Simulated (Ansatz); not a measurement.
Write a Python script for Ansatz 0.2.0 through its Python package that makes an all-electron LAPW single point of Sr, space group Im-3m. Use: PBE, LAPW, the default cutoff (88 eV here), 8×8×8 k-points, Fermi-Dirac smearing of 0.1 eV.

```
CELL_PARAMETERS angstrom
-2.43500 2.43500 2.43500
2.43500 -2.43500 2.43500
2.43500 2.43500 -2.43500
ATOMIC_POSITIONS crystal
Sr 0.00000 0.00000 0.00000
```

Script `lapw_sr.py`:
```python
# -*- coding: utf-8 -*-
"""All-electron LAPW single point of Sr."""

from collections import Counter

import ansatz as az

sr = (
    az.Lattice.from_parameters(4.217544, 4.217544, 4.217544, alpha=109.47122, beta=109.47122, gamma=109.47122)
    .atom("Sr", (0.0, 0.0, 0.0))
)

job = (
    sr.calculation()
    .mixing("msr1")
    .scf(tolerance=1e-08, lower_state_search="off")
    .functional("pbe")
    .occupations("fermi_dirac")
    .kpoints(8, center="monkhorst-pack")
    .pseudopotentials("all_electron", lapw=True, relativity="none")
)
outcome = job.run(threads=1, pin="off")
summary = outcome.report

energy = summary["free_energy_ev"]
print("Sr: {:.6f} eV = {:.6f} Ry = {:.6f} Ha".format(energy, energy / 13.605693, energy / 27.211386))
print("Fermi level {:.4f} eV, {} k-points, {} symmetry operations".format(summary["fermi_energy_ev"], summary["n_kpoints"], summary["n_symmetry_ops"]))

told = Counter((n["data"]["severity"], n["data"]["kind"]) for n in outcome.notices if n["event"] == "notice")
for (severity, kind), count in sorted(told.items()):
    print(f"{severity:8s} {kind} x{count}")

errors = summary["lapw_basis_errors"]
print(f"estimated basis error {1000 * errors['total_ev_per_atom']:.3f} meV/atom, target {1000 * errors['basis_error_target_ev_per_atom']:.3f}")
for sphere in errors["spheres"]:
    print(f"  {sphere['species']:2s} muffin-tin radius {sphere['muffin_tin_radius_ang']:.3f} A, core shells {sphere['core_shells']}")
```

```console
$ python lapw_sr.py
Sr: -85253.645018 eV = -6266.027391 Ry = -3133.013696 Ha
Fermi level 5.6101 eV, 26 k-points, 48 symmetry operations
audit    band_cg_iterations x1
audit    preconditioner_resolved x1
estimated basis error 0.076 meV/atom, target 0.250
  Sr muffin-tin radius 2.109 A, core shells 5
```

Caveats:
- The settings weren't tested for convergence.
- For a metal this k-point mesh is coarse: on a finer one energies can move by several to tens of meV an atom and pressures by half a GPa or more, differences at one mesh by less.
- An absolute Fermi energy rests on an arbitrary zero of the periodic potential and has no direct meaning.
- Of the deposited cell: it was measured well above room temperature.
- This isn't the structure that Sr takes at ambient conditions.
- Wall time of the script: 1.6 s on 1 thread of Intel(R) Xeon(R) 6975P-C (Granite Rapids), on a shared host, peak memory 0.29 GiB.

(A comment or docstring line of the script was reworded after the run, the code is as it ran; lines on the test bed's own set-up are left out of the output.)
